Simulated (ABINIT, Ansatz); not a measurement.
# SiC (P6_3mc): G0W0 with ABINIT, start to end, part 2 of 3

How does a plane-wave GW calculation on SiC (P6_3mc) run from the first input to the gap?

ABINIT 10.8.3; PBE and many-body steps on it, plane waves. Known limits of the many-body steps: not at the basis limit.

So far. Step 2 (Ground state): The gap is indirect, with the least direct gap 1.71 eV higher.

## 3. Bands along the symmetry lines

Level of this step: DFT, PBE, plane waves, norm-conserving pseudopotentials (ABINIT).

Levels along a band path, at the cheap level, show where the edges lie and whether the meshes to come will hold them.

run.abi

```
acell 3*1.0 Angstrom
rprim 
  3.073513928196 0.000000000001 0.000000000000
  -1.536756964099 2.661741140703 0.000000000000
  0.000000000000 0.000000000000 5.045247710000
ntypat 2
znucl 14 6
natom 4
typat 1 1 2 2
xred 
  0.333333333333 0.666666666667 0.499602400000
  0.666666666667 0.333333333333 0.999602400000
  0.333333333333 0.666666666667 0.875397600000
  0.666666666667 0.333333333333 0.375397600000
pp_dirpath "pseudos"
pseudos "Si.upf, C.upf"
ecut 37
iscf -2
irdden 1
kptopt 0
nkpt 75
kpt 
  0.00000000 0.00000000 0.00000000
  0.06250000 0.00000000 0.00000000
  0.12500000 0.00000000 0.00000000
  0.18750000 0.00000000 0.00000000
  0.25000000 0.00000000 0.00000000
  0.31250000 0.00000000 0.00000000
  0.37500000 0.00000000 0.00000000
  0.43750000 0.00000000 0.00000000
  0.50000000 0.00000000 0.00000000
  0.47916667 0.04166667 0.00000000
  0.45833333 0.08333333 0.00000000
  0.43750000 0.12500000 0.00000000
  0.41666666 0.16666666 0.00000000
  0.39583333 0.20833333 0.00000000
  0.37500000 0.25000000 0.00000000
  0.35416666 0.29166666 0.00000000
  0.33333333 0.33333333 0.00000000
  0.29166666 0.29166666 0.00000000
  0.25000000 0.25000000 0.00000000
  0.20833333 0.20833333 0.00000000
  0.16666666 0.16666666 0.00000000
  0.12500000 0.12500000 0.00000000
  0.08333333 0.08333333 0.00000000
  0.04166667 0.04166667 0.00000000
  0.00000000 0.00000000 0.00000000
  0.00000000 0.00000000 0.06250000
  0.00000000 0.00000000 0.12500000
  0.00000000 0.00000000 0.18750000
  0.00000000 0.00000000 0.25000000
  0.00000000 0.00000000 0.31250000
  0.00000000 0.00000000 0.37500000
  0.00000000 0.00000000 0.43750000
  0.00000000 0.00000000 0.50000000
  0.06250000 0.00000000 0.50000000
  0.12500000 0.00000000 0.50000000
  0.18750000 0.00000000 0.50000000
  0.25000000 0.00000000 0.50000000
  0.31250000 0.00000000 0.50000000
  0.37500000 0.00000000 0.50000000
  0.43750000 0.00000000 0.50000000
  0.50000000 0.00000000 0.50000000
  0.47916667 0.04166667 0.50000000
  0.45833333 0.08333333 0.50000000
  0.43750000 0.12500000 0.50000000
  0.41666666 0.16666666 0.50000000
  0.39583333 0.20833333 0.50000000
  0.37500000 0.25000000 0.50000000
  0.35416666 0.29166666 0.50000000
  0.33333333 0.33333333 0.50000000
  0.29166666 0.29166666 0.50000000
  0.25000000 0.25000000 0.50000000
  0.20833333 0.20833333 0.50000000
  0.16666666 0.16666666 0.50000000
  0.12500000 0.12500000 0.50000000
  0.08333333 0.08333333 0.50000000
  0.04166667 0.04166667 0.50000000
  0.00000000 0.00000000 0.50000000
  0.50000000 0.00000000 0.50000000
  0.50000000 0.00000000 0.43750000
  0.50000000 0.00000000 0.37500000
  0.50000000 0.00000000 0.31250000
  0.50000000 0.00000000 0.25000000
  0.50000000 0.00000000 0.18750000
  0.50000000 0.00000000 0.12500000
  0.50000000 0.00000000 0.06250000
  0.50000000 -0.00000000 0.00000000
  0.33333333 0.33333333 0.50000000
  0.33333333 0.33333333 0.43750000
  0.33333333 0.33333333 0.37500000
  0.33333333 0.33333333 0.31250000
  0.33333333 0.33333333 0.25000000
  0.33333333 0.33333333 0.18750000
  0.33333333 0.33333333 0.12500000
  0.33333333 0.33333333 0.06250000
  0.33333333 0.33333333 0.00000000
istwfk *1
nband 15
nbdbuf 2
tolwfr 1e-08
nstep 40
prtwf 0
prtvol 0
indata_prefix "in"
outdata_prefix "out"
tmpdata_prefix "tmp"
```

Run with:

```bash
OMP_NUM_THREADS=1 mpirun -n 8 abinit run.abi > log
```

Numbers of over 12 decimals in the logs are rounded to 6 here.

Log:

```text
.Version 10.8.3 of ABINIT. v10.8.2 released Aug 2026.

 Symmetries : space group P6_3 m c (#186); Bravais hP (primitive hexag.)
[... echo of the input left out ...]
== DATASET  1 ==================================================================
-   mpi_nproc: 8, omp_nthreads: 1 (-1 if OMP is not activated)

--- !DatasetInfo
iteration_state: {dtset: 1, }
dimensions: {natom: 4, nkpt: 75, mband: 15, nsppol: 1, nspinor: 1, nspden: 1, mpw: 3024, }
cutoff_energies: {ecut:  37.0, pawecutdg:  -1.0, }
electrons: {nelect:   1.60000000E+01, charge:   0.00000000E+00, occopt:   1.00000000E+00, tsmear:   1.00000000E-02, }

 Real(R)+Recip(G) space primitive vectors, cartesian coordinates (Bohr,Bohr^-1):
 R(1)=  5.8080996  0.0000000  0.0000000  G(1)=  0.1721734  0.0994043  0.0000000
 R(2)= -2.9040498  5.0299618  0.0000000  G(2)=  0.0000000  0.1988087  0.0000000
 R(3)=  0.0000000  0.0000000  9.5341364  G(3)=  0.0000000  0.0000000  0.1048863
 Unit cell volume ucvol=  2.7853521E+02 bohr^3
 Angles (23,13,12)=  9.00000000E+01  9.00000000E+01  1.20000000E+02 degrees

 getcut: wavevector=  0.0000  0.0000  0.0000  ngfft=  32  32  54
         ecut(hartree)=     37.000   => boxcut(ratio)=   2.01210

--- Pseudopotential description ------------------------------------------------
- Si Generated using ONCVPSP code by D. R. Hamann
- 14.00000   4.00000  171031                  znucl, zion, pspdat
12 -101130 2 -1 1510                          pspcod,pspxc,lmax,lloc,mmax
     nproj     2     2     2
  pspatm : epsatm=    9.34321561
         --- l  ekb(1:nproj) -->
             0    5.168965    0.829883
             1    2.571282    0.578307
             2   -2.427311   -0.488097
 pspatm: atomic psp has been read  and splines computed

- C Generated using ONCVPSP code by D. R. Hamann
-  6.00000   4.00000  171031                  znucl, zion, pspdat
12 -101130 1 -1 1248                          pspcod,pspxc,lmax,lloc,mmax
     nproj     2     2     0
  pspatm : epsatm=    4.31346680
         --- l  ekb(1:nproj) -->
[...]
pspatm: atomic psp has been read  and splines computed

--------------------------------------------------------------------------------

================================================================================
 prteigrs : about to open file out_EIG
 Non-SCF case, kpt    1 (  0.00000  0.00000  0.00000), residuals and eigenvalues=
  2.52E-09  6.76E-09  9.65E-09  2.15E-09  7.33E-09  4.75E-09  2.52E-09  8.15E-09
  4.37E-09  5.05E-09  2.54E-09  5.69E-09  6.22E-09  7.21E-09  7.81E-09
 -3.1539E-01 -1.8408E-01 -6.2808E-02  2.0921E-01  2.0921E-01  2.5351E-01
  2.5768E-01  2.5768E-01  4.3483E-01  4.8624E-01  5.0324E-01  5.0324E-01
[...]
Non-SCF case, kpt    2 (  0.06250  0.00000  0.00000), residuals and eigenvalues=
  2.65E-09  2.22E-09  3.24E-09  5.88E-09  4.61E-09  4.15E-09  9.65E-09  8.02E-09
[...]
Non-SCF case, kpt   74 (  0.33333  0.33333  0.06250), residuals and eigenvalues=
[...]
Non-SCF case, kpt   75 (  0.33333  0.33333  0.00000), residuals and eigenvalues=
[...]
-1.4978E-01 -1.4978E-01  9.4070E-03  2.7314E-02  2.7314E-02  1.0872E-01
  1.0872E-01  1.1650E-01  3.4129E-01  5.5836E-01  5.8348E-01  5.8348E-01
[...]
--- !ResultsGS
iteration_state: {dtset: 1, }
comment   : Summary of ground state results
lattice_vectors:
- [  5.8080996,   0.0000000,   0.0000000, ]
- [ -2.9040498,   5.0299618,   0.0000000, ]
- [  0.0000000,   0.0000000,   9.5341364, ]
lattice_lengths: [   5.80810,    5.80810,    9.53414, ]
lattice_angles: [ 90.000,  90.000, 120.000, ] # degrees, (23, 13, 12)
lattice_volume:   2.7853521E+02
convergence: {deltae:  0.000E+00, res2:  0.000E+00, residm:  9.976E-09, diffor:  0.000E+00, }
etotal    :  -2.05387368E+01
entropy   :   0.00000000E+00
fermie    :   2.57677472E-01
cartesian_stress_tensor: null
pressure_GPa: null
xred      :
- [  3.3333E-01,   6.6667E-01,   4.9960E-01, Si]
- [  6.6667E-01,   3.3333E-01,   9.9960E-01, Si]
- [  3.3333E-01,   6.6667E-01,   8.7540E-01,  C]
- [  6.6667E-01,   3.3333E-01,   3.7540E-01,  C]
cartesian_forces: null
force_length_stats: {min: null, max: null, mean: null, }

 Integrated electronic density in atomic spheres:
 ------------------------------------------------
 Atom  Sphere_radius  Integrated_density
[...]
================================================================================

 ----iterations are completed or convergence reached----

 Mean square residual over all n,k,spin=   52.777E-10; max=  99.759E-10
 reduced coordinates (array xred) for    4 atoms
[...]
0.333333333333      0.666666666667      0.875397600000
       0.666666666667      0.333333333333      0.375397600000

 cartesian coordinates (angstrom) at end:
    1     -6.7e-13     1.774494     2.520618
    2      1.536757     0.887247     5.043242
    3     -6.7e-13     1.774494     4.416598
    4      1.536757     0.887247     1.893974
 length scales=  1.889726125908  1.889726125908  1.889726125908 bohr
              =  1.000000000000  1.000000000000  1.000000000000 angstroms
 prteigrs : about to open file out_EIG
 Eigenvalues (hartree) for nkpt=  75  k points:
 kpt#   1, nband= 15, wtk=  1.00000, kpt=  0.0000  0.0000  0.0000 (reduced coord)
[...]
kpt#   2, nband= 15, wtk=  1.00000, kpt=  0.0625  0.0000  0.0000 (reduced coord)
[...]
kpt#   3, nband= 15, wtk=  1.00000, kpt=  0.1250  0.0000  0.0000 (reduced coord)
[...]
kpt#  74, nband= 15, wtk=  1.00000, kpt=  0.3333  0.3333  0.0625 (reduced coord)
  -0.14943   -0.14943    0.01007    0.02395    0.02395    0.11297    0.11297    0.11460
   0.34448    0.55781    0.57151    0.57151    0.61901    0.61901    0.68683
 kpt#  75, nband= 15, wtk=  1.00000, kpt=  0.3333  0.3333  0.0000 (reduced coord)
  -0.14978   -0.14978    0.00941    0.02731    0.02731    0.10872    0.10872    0.11650
   0.34129    0.55836    0.58348    0.58348    0.61314    0.61314    0.68177

== END DATASET(S) ==============================================================
================================================================================

 -outvars: echo values of variables after computation  --------
            nband          15
             nkpt          75
          spgroup         186
 [... the other variables as echoed above ...]

 Calculation completed.
```

It took 8.1 s on 8 MPI ranks of Arm Neoverse V1, shared host; peak memory 0.51 GiB.

Numbers from this step:

| Property | Result |
| --- | --- |
| gap | 2.275 eV |
| k of the valence top | 0, 0, 0 |
| k of the conduction bottom | 0.3333, 0.3333, 0 |
| least direct gap | 3.985 eV |

The gap is 2.275 eV, as in the run before at this level.

Electronic bands along the path, in eV, zero at the top of the highest filled band; v1 is the highest filled band, c1 the lowest empty one:

```
    point     v4     v3     v2     v1    c1    c2    c3    c4
        Γ  -1.32  -0.11   0.00   0.00  4.82  6.22  6.68  6.68
  halfway  -2.97  -2.53  -1.02  -0.61  4.06  5.85  7.26  7.67
        M  -5.45  -3.33  -3.30  -1.20  2.79  4.23  6.90  7.14
  halfway  -5.40  -4.67  -3.37  -2.55  3.20  5.17  7.69  8.51
        K  -6.27  -4.05  -4.05  -3.84  2.28  8.18  8.87  8.87
  halfway  -4.15  -2.82  -1.45  -1.25  5.07  5.82  7.01  7.22
        Γ  -1.32  -0.11   0.00   0.00  4.82  6.22  6.68  6.68
  halfway  -1.15  -1.15  -0.22  -0.22  5.10  6.80  6.80  7.04
        A  -0.71  -0.71  -0.71  -0.71  5.91  5.91  7.37  7.37
  halfway  -2.96  -2.96  -1.72  -1.72  4.50  4.50  7.37  7.37
        L  -2.45  -2.45  -2.34  -2.34  3.29  3.29  5.27  5.27
  halfway  -4.26  -4.26  -1.92  -1.92  4.29  4.29  6.37  6.37
        H  -5.66  -5.66  -1.74  -1.74  5.08  5.08  6.02  6.02
  halfway  -3.02  -3.02  -2.50  -2.50  5.18  5.18  7.55  7.55
        A  -0.71  -0.71  -0.71  -0.71  5.91  5.91  7.37  7.37
jump to L  -2.45  -2.45  -2.34  -2.34  3.29  3.29  5.27  5.27
  halfway  -4.15  -3.10  -2.34  -1.63  3.11  3.27  6.64  7.05
        M  -5.45  -3.33  -3.30  -1.20  2.79  4.23  6.90  7.14
jump to H  -5.66  -5.66  -1.74  -1.74  5.08  5.08  6.02  6.02
  halfway  -6.47  -4.52  -2.82  -2.82  3.50  6.58  6.58  7.84
        K  -6.27  -4.05  -4.05  -3.84  2.28  8.18  8.87  8.87
```

## 4. Empty states on the mesh, 6×6×4 mesh, 127 bands

The sums over transitions need many empty states on a uniform mesh; this step solves for them.

run.abi

```
acell 3*1.0 Angstrom
rprim 
  3.073513928196 0.000000000001 0.000000000000
  -1.536756964099 2.661741140703 0.000000000000
  0.000000000000 0.000000000000 5.045247710000
ntypat 2
znucl 14 6
natom 4
typat 1 1 2 2
xred 
  0.333333333333 0.666666666667 0.499602400000
  0.666666666667 0.333333333333 0.999602400000
  0.333333333333 0.666666666667 0.875397600000
  0.666666666667 0.333333333333 0.375397600000
pp_dirpath "pseudos"
pseudos "Si.upf, C.upf"
ecut 37
ngkpt 6 6 4
nshiftk 1
shiftk 0 0 0
kptopt 1
chksymbreak 0
irdden 1
istwfk *1
nband 127
prtvol 0
optdriver 6
gwr_task "HDIAGO"
paral_kgb 0
occopt 1
indata_prefix "in"
outdata_prefix "out"
tmpdata_prefix "tmp"
```

Log:

```text
[banner, memory and clock lines left out]
.Version 10.8.3 of ABINIT. v10.8.2 released Aug 2026.

 Symmetries : space group P6_3 m c (#186); Bravais hP (primitive hexag.)
[... echo of the input left out ...]
== DATASET  1 ==================================================================
-   mpi_nproc: 8, omp_nthreads: 1 (-1 if OMP is not activated)

--- !DatasetInfo
iteration_state: {dtset: 1, }
dimensions: {natom: 4, nkpt: 21, mband: 127, nsppol: 1, nspinor: 1, nspden: 1, mpw: 3015, }
cutoff_energies: {ecut:  37.0, pawecutdg:  -1.0, }
electrons: {nelect:   1.60000000E+01, charge:   0.00000000E+00, occopt:   1.00000000E+00, tsmear:   1.00000000E-02, }

.Using double precision arithmetic; gwpc =  8

- Reading GS density from: in_DEN

--- Pseudopotential description ------------------------------------------------
- Si Generated using ONCVPSP code by D. R. Hamann
- 14.00000   4.00000  171031                  znucl, zion, pspdat
12 -101130 2 -1 1510                          pspcod,pspxc,lmax,lloc,mmax
     nproj     2     2     2
  pspatm : epsatm=    9.34321561
         --- l  ekb(1:nproj) -->
             0    5.168965    0.829883
             1    2.571282    0.578307
             2   -2.427311   -0.488097
 pspatm: atomic psp has been read  and splines computed

- C Generated using ONCVPSP code by D. R. Hamann
-  6.00000   4.00000  171031                  znucl, zion, pspdat
12 -101130 1 -1 1248                          pspcod,pspxc,lmax,lloc,mmax
     nproj     2     2     0
  pspatm : epsatm=    4.31346680
         --- l  ekb(1:nproj) -->
             0    6.481548    0.385504
             1   -4.199961   -0.877517
 pspatm: atomic psp has been read  and splines computed

   4.37013837E+02                                ecore*ucvol(ha*bohr**3)

 Total charge density [el/Bohr^3]
)     Maximum=    2.8030E-01  at reduced coord.    0.4063    0.7813    0.9074
)     Minimum=    1.9153E-03  at reduced coord.    0.6563    0.3125    0.0000
   Integrated=    1.6000E+01

 === KS gaps after direct diagonalization ===
 Indirect band gap semiconductor
 Fundamental gap:     2.275 (eV)
   VBM:     7.012 (eV) at k: [ 0.0000E+00,  0.0000E+00,  0.0000E+00]
   CBM:     9.287 (eV) at k: [ 3.3333E-01,  3.3333E-01,  0.0000E+00]
 Direct gap:         3.985 (eV) at k: [ 5.0000E-01,  0.0000E+00,  0.0000E+00]

== END DATASET(S) ==============================================================

 -outvars: echo values of variables after computation  --------
           etotal      0.0000000000E+00
            nband         127
             nkpt          21
          spgroup         186
 [... the other variables as echoed above ...]

 Calculation completed.
```

Wall time 63 s (8 MPI ranks); peak memory 4.3 GiB.

Numbers from this step:

| Item | Value |
| --- | --- |
| gap | 2.275 eV |
| k of the valence top | 0, 0, 0 |
| k of the conduction bottom | 0.3333, 0.3333, 0 |
| least direct gap | 3.985 eV |
| k points computed | 21 |
| lowest point of the top converged band, above the valence top | 96.1246 eV |

On this mesh the gap is 2.275 eV.

## 5. Screening, 6×6×4 mesh, 119 bands, screening to 179.6 eV

The RPA dielectric matrix is built and inverted for each q.

This step: RPA screening on PBE, plane waves, norm-conserving pseudopotentials.

run.abi, as its differences from that of step 4:

```diff
@@ -22,10 +22,11 @@
 chksymbreak 0
-irdden 1
 istwfk *1
-nband 127
-prtvol 0
-optdriver 6
-gwr_task "HDIAGO"
-paral_kgb 0
 occopt 1
+irdwfk 1
+optdriver 3
+nband 119
+ecuteps 6.6
+inclvkb 2
+awtr 1
+symchi 1
 indata_prefix "in"
```

Log:

```text
.Version 10.8.3 of ABINIT. v10.8.2 released Aug 2026.

 Symmetries : space group P6_3 m c (#186); Bravais hP (primitive hexag.)
[... echo of the input left out ...]
== DATASET  1 ==================================================================
-   mpi_nproc: 8, omp_nthreads: 1 (-1 if OMP is not activated)

--- !DatasetInfo
iteration_state: {dtset: 1, }
dimensions: {natom: 4, nkpt: 21, mband: 119, nsppol: 1, nspinor: 1, nspden: 1, mpw: 3015, }
cutoff_energies: {ecut:  37.0, pawecutdg:  -1.0, }
electrons: {nelect:   1.60000000E+01, charge:   0.00000000E+00, occopt:   1.00000000E+00, tsmear:   1.00000000E-02, }

 SCREENING: Calculation of the susceptibility and dielectric matrices

 Based on a program developped by R.W. Godby, V. Olevano, G. Onida, and L. Reining.
 Incorporated in ABINIT by V. Olevano, G.-M. Rignanese, and M. Torrent.
.Using double precision arithmetic ; gwpc =  8

[... cell and pseudopotentials left out ...]
--------------------------------------------------------------------------------

 ==== K-mesh for the wavefunctions ====
 Number of points in the irreducible wedge :    21
[... list of points left out ...]
 Together with 12 symmetry operations and time-reversal symmetry
 yields   144 points in the full Brillouin Zone.

 ==== Q-mesh for the screening function ====
 Number of points in the irreducible wedge :    21
[... list of points left out ...]
 Together with 12 symmetry operations and time-reversal symmetry
 yields   144 points in the full Brillouin Zone.

 setmesh: FFT mesh size selected  =    20x   20x   40
          total number of points  =        16000

 vcoul_init : cutoff-mode = AUXILIARY_FUNCTION
 q-points for optical limit:   1
     1)      0.000010    0.000020    0.000030

- screening: taking advantage of time-reversal symmetry
- Maximum band index for partially occupied states nbvw = 8
- Remaining bands to be divided among processors   nbcw = 111
- Number of bands treated by each node ~13

 Number of electrons calculated from density =   16.0000; Expected =   16.0000
 average of density, n =  0.057443
 r_s =    1.6078
 omega_plasma =   23.1193 [eV]

 calculating chi0 at frequencies [eV] :
  1    0.000000E+00    0.000000E+00
  2    0.000000E+00    2.311935E+01

--------------------------------------------------------------------------------
  q-point number  1        q = ( 0.000000, 0.000000, 0.000000) [r.l.u.]
--------------------------------------------------------------------------------
[... chi0 elements left out ...]
 For q-point:  0.000010 0.000020 0.000030
  dielectric constant =   6.8531
  dielectric constant without local fields =   7.5080

  Average fulfillment of the sum rule on Im[epsilon] for q-point    1 :     86.49  [%]
[... wings left out ...]
  q-point number  2        q = ( 0.166667, 0.000000, 0.000000) [r.l.u.]
--------------------------------------------------------------------------------
[... chi0 elements left out ...]
  Average fulfillment of the sum rule on Im[epsilon] for q-point    2 :     92.31  [%]

 [... 19 further q-points ...]
```

It took 67 s on 8 MPI ranks; peak memory 1.8 GiB.

Numbers from this step:

- ε∞ with local fields, on this mesh, along the program's q direction: 6.853
- the same without local fields: 7.508
- plasma frequency: 23.12 eV
- plane waves in the screening matrix: 245

Local fields lower ε∞ by 9 %.

(Part 2 of 3 ends here.)

[Paths, hosts, dates, memory and timing lines, banners, echoed tables and standing remarks are left out of the program output.]

[Logs are printed without paths, hosts, clocks, repeated set-up lines and the standing remarks that a program may print on its own settings, such as how far it seeks lower states.]

[Runs of the session that timed out or met a known fault of the program may be left out.]

[Hosts, paths, dates, database ids (printed as entryN), source tags and the programs' standing remarks are cut or masked in the printed files.]

[G0W0 gaps are taken among the corrected bands and points alone; a level outside them can change the order at an edge.]

[Where Ansatz stands beside ABINIT at settings called matched, ABINIT's density can come from a denser mesh and the files from another edition; pairs whose starting gaps differed by over 0.03 eV were left out, so agreement reads better than it is.]
